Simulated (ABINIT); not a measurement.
Here is an ABINIT 10.8.3 (patched build) calculation.

The input run.abi:

```
# Datasets: ground state, then fixed potential
ndtset 2

# Pseudopotentials
pp_dirpath "./"
pseudos "Al.upf, N.upf"

# Structure
acell 3*1.0
rprim
     0.0000000000     4.1271496856     4.1271496856
     4.1271496856     0.0000000000     4.1271496856
     4.1271496856     4.1271496856     0.0000000000
ntypat 2
znucl 13 7
natom 2
typat 1 2
xred
     0.0000000000     0.0000000000     0.0000000000
     0.2500000000     0.2500000000     0.2500000000

# Plane-wave basis
ecut 42.0

# Exchange and correlation
ixc 23

# Bands and occupations
occopt 3
tsmear 0.05 eV

# SCF cycle
nstep 100

# Output
iomode 3
prtwf 0
prteig 0
prtebands 0
enunit 1
prtden1 1

# Dataset 1
kptopt1 1
ngkpt1 10 10 10
nshiftk1 1
shiftk1 0.0 0.0 0.0
nband1 8
tolvrs1 1.0e-10

# Dataset 2: bands along G-X-W-K-G-L-U-W-L-K
iscf2 -2
getden2 1
nband2 12
nbdbuf2 2
tolwfr2 1.0e-12
kptopt2 -9
ndivsm2 5
prteig2 1
kptbounds2
     0.0000000000     0.0000000000     0.0000000000
     0.5000000000     0.0000000000     0.5000000000
     0.5000000000     0.2500000000     0.7500000000
     0.3750000000     0.3750000000     0.7500000000
     0.0000000000     0.0000000000     0.0000000000
     0.5000000000     0.5000000000     0.5000000000
     0.6250000000     0.2500000000     0.6250000000
     0.5000000000     0.2500000000     0.7500000000
     0.5000000000     0.5000000000     0.5000000000
     0.3750000000     0.3750000000     0.7500000000
```

Potentials or basis: PseudoDojo NC SR PBEsol v0.4.1 standard.

The run is started by

```sh
$ abinit run.abi > log 2>&1
```

Question: What does it give for the band gap on the k mesh?

Answer: 3.22 eV, indirect (least direct gap 4.13 eV).

Question: What does it give for the band gap along the path?

Answer: 3.22 eV, indirect (least direct gap 4.13 eV).

Question: Predict the pressure.

Answer: 1.5 GPa.

Levels at the corners of the path, in eV from the valence-band top:
```csv
point,band 2,band 3,band 4,band 5,band 6,band 7
Γ,0.00,0.00,0.00,4.13,12.50,12.50
X,-4.94,-1.79,-1.79,3.22,8.53,13.82
W,-3.80,-3.48,-2.74,5.96,11.30,11.89
K,-4.28,-3.68,-1.38,5.07,10.02,12.97
Γ,0.00,0.00,0.00,4.13,12.50,12.50
L,-5.91,-0.48,-0.48,7.30,9.76,11.07
U,-4.28,-3.68,-1.38,5.07,10.02,12.97
W,-3.80,-3.48,-2.74,5.96,11.30,11.89
L,-5.91,-0.48,-0.48,7.30,9.76,11.07
K,-4.28,-3.68,-1.38,5.07,10.02,12.97
```

Caveat: the potentials were made for another functional, which shifts forces and pressure.
